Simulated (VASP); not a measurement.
## A VASP 6.6.1 single-point calculation on AlN

INCAR

```
NSW = 0
GGA = PE
LCHARG = .FALSE.
PREC = Accurate
SIGMA = 0.02
NBANDS = 11
LREAL = .FALSE.
IBRION = -1
EDIFF = 1E-7
ISMEAR = -1
LWAVE = .FALSE.
ENCUT = 520
LASPH = .TRUE.
ISIF = 2
NELM = 93
```

KPOINTS

```
KPOINTS created by Atomic Simulation Environment
0
Gamma
15 15 15
0 0 0
```

POSCAR

```
Al N
 1.0000000000000000
    -0.0033865584750001    2.1848764208250002    2.1848764208249616
     2.1848764208250002   -0.0033865584750001    2.1848764208249616
     2.1814898623999999    2.1814898623999999    0.0000000000499223
 Al  N
   1   1
Cartesian
  0.0000000000000102  0.0000000000000102 -0.0008878935846620
  1.0907449311874897  1.0907449311874897  1.0933261040096234
```

The recommended PBE PAW datasets give the neutral cell 8 valence electrons.

Command

```
mpirun -np 1 vasp_std
```

Problem. How does this run end, and what does it give?

Solution. It converged. Results: gap between bands v and c on the k mesh 3.37 eV; least direct gap on the k mesh 4.17 eV; pressure 4.3 GPa. Band v is the last that the valence electrons fill when counted band by band, and c is the next.

OSZICAR

```
N       E                     dE             d eps       ncg     rms          rms(c)
DAV:   1     0.111953405214E+02    0.11195E+02   -0.38701E+03 11568   0.605E+02
DAV:   2    -0.163139548038E+02   -0.27509E+02   -0.26514E+02 13589   0.138E+02
DAV:   3    -0.172143225058E+02   -0.90037E+00   -0.89926E+00 13760   0.236E+01
DAV:   4    -0.172191945346E+02   -0.48720E-02   -0.48717E-02 12875   0.191E+00
DAV:   5    -0.172192549255E+02   -0.60391E-04   -0.60390E-04 13616   0.202E-01    0.862E+00
DAV:   6    -0.148509831911E+02    0.23683E+01   -0.11860E+01 13255   0.173E+01    0.283E+00
DAV:   7    -0.148475397408E+02    0.34435E-02   -0.17164E-01 12476   0.323E+00    0.206E+00
DAV:   8    -0.148424493733E+02    0.50904E-02   -0.28384E-02 12347   0.159E+00    0.584E-01
DAV:   9    -0.148410035072E+02    0.14459E-02   -0.41354E-03 13697   0.381E-01    0.233E-01
DAV:  10    -0.148410460595E+02   -0.42552E-04   -0.41253E-04 12323   0.131E-01    0.211E-02
DAV:  11    -0.148410585949E+02   -0.12535E-04   -0.12344E-05 13274   0.264E-02    0.161E-02
DAV:  12    -0.148410584990E+02    0.95871E-07   -0.40762E-07 12989   0.476E-03
   1 F= -.14841058E+02 E0= -.14841058E+02  d E =-.857246E-12
```

Standard output (part)

```
POSCAR found type information on POSCAR AlN
 POSCAR found :  2 types and       2 ions
 LDA part: xc-table for (Slater+PW92), standard interpolation
 POSCAR, INCAR and KPOINTS ok, starting setup
 WAVECAR not read
 entering main loop
```

For comparison, a separate PBE run of the intended cell, on usual settings and not on those above, gives a gap of 3.30 eV on its mesh and a pressure of 4.3 GPa.
